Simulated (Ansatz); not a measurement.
# Ta12N: the cost of one run

Computed with Ansatz 0.2.0 (DFT PBE, scalar-relativistic, plane waves, PAW, unless a step's input says otherwise).

5 further runs of the same task are left out: 5 set aside as unsound or not needed.

### Step 1. The structure to begin with

Symmetry: Fm-3m, No. 225, cubic system. Conventional cell: a = 4.223 Å, b = 4.223 Å, c = 4.223 Å, α = 90.00°, β = 90.00°, γ = 90.00°. Ta (site symmetry m-3m) has 12 Ta at 2.99 Å as nearest neighbours.

Structure file:

```xyz
1
Lattice="0.0000 2.1115 2.1115 2.1115 0.0000 2.1115 2.1115 2.1115 0.0000" Properties=species:S:1:pos:R:3 pbc="T T T"
Ta    0.0000    0.0000    0.0000
```

This cell was relaxed beforehand with the same method: volume 18.83 Å³/atom, gap on the mesh none (metal).

### Step 3. Plan of the scan

Atoms count from 1 in the order of the input.

N is moved over the surface cell; relaxed at each place: the height of the adsorbate's atoms; substrate rigid; the origin of the map has the adsorbate above Ta9.

The axes are (1) position of N13 along the first surface vector, from above Ta9: 6 values from 0.000 to 0.833, periodic; (2) position of N13 along the second surface vector, from above Ta9: 6 values from 0.000 to 0.833, periodic.

Relaxed at each point: the height of the adsorbate's atoms; substrate rigid. Points are written as (first, second).

The two vectors of the plane (Å): (2.986, 0.000, 0.000); (-1.493, 2.586, 0.000).

(The set-up runs are not shown.)

### Step 4. Point (0/6, 0/6) of the map's two axes

Contents of input.yaml:

```yaml
crystal:
  lattice:
    - [5.9723607034, 0.0, 0.0]
    - [-2.9861803517, 5.1722160897, 0.0]
    - [0.0, 0.0, 20.3075821353]
  atoms:
    - { symbol: Ta, position: [0.3333333333, 0.1666666667, 0.1969707656] }
    - { symbol: Ta, position: [0.3333333333, 0.6666666667, 0.1969707656] }
    - { symbol: Ta, position: [0.8333333333, 0.1666666667, 0.1969707656] }
    - { symbol: Ta, position: [0.8333333333, 0.6666666667, 0.1969707656] }
    - { symbol: Ta, position: [0.1666666667, 0.3333333333, 0.3153261448] }
    - { symbol: Ta, position: [0.1666666667, 0.8333333333, 0.3153261448] }
    - { symbol: Ta, position: [0.6666666667, 0.3333333333, 0.3153261448] }
    - { symbol: Ta, position: [0.6666666667, 0.8333333333, 0.3153261448] }
    - { symbol: Ta, position: [0.0, 0.0, 0.433709049] }
    - { symbol: Ta, position: [0.0, 0.5, 0.433709049] }
    - { symbol: Ta, position: [0.5, 0.0, 0.433709049] }
    - { symbol: Ta, position: [0.5, 0.5, 0.433709049] }
    - { symbol: "N", position: [0.0, 0.0, 0.5528763622] }
basis:
  ecutwfc: 420
kpoints:
  mp_grid: { grid: [6, 6, 1] }
hamiltonian:
  xc: pbe
  pseudopotentials: { kind: paw, azcp: { folder: soft_1 } }
scf:
  occupations: { method: gaussian, width: 0.1 }
output:
  forces: true
  eigenvalues: true
relax:
  adjacent_minimum: "off"
  f_tol: 0.025
  max_steps: 16
  constraints:
    - { sites: [0, 1, 2, 3, 4, 5, 6, 7, 8, 9, 10, 11] }
    - { sites: [12], fix: xy }
efield:
  axis: 3
  dipole_correction: true
  ramp_width: 0.04
```

Launch:

```console
$ ansatz run input.yaml --threads 4 --pin off --max-ram 12288MiB --backend cpu --events-out ev --progress --plain --runs-dir out
```

**Question.** How long does this run take on 4 threads of Arm Neoverse V2, shared host, and how much memory does it need?

About 58 s, with a peak of 1.5 GiB.
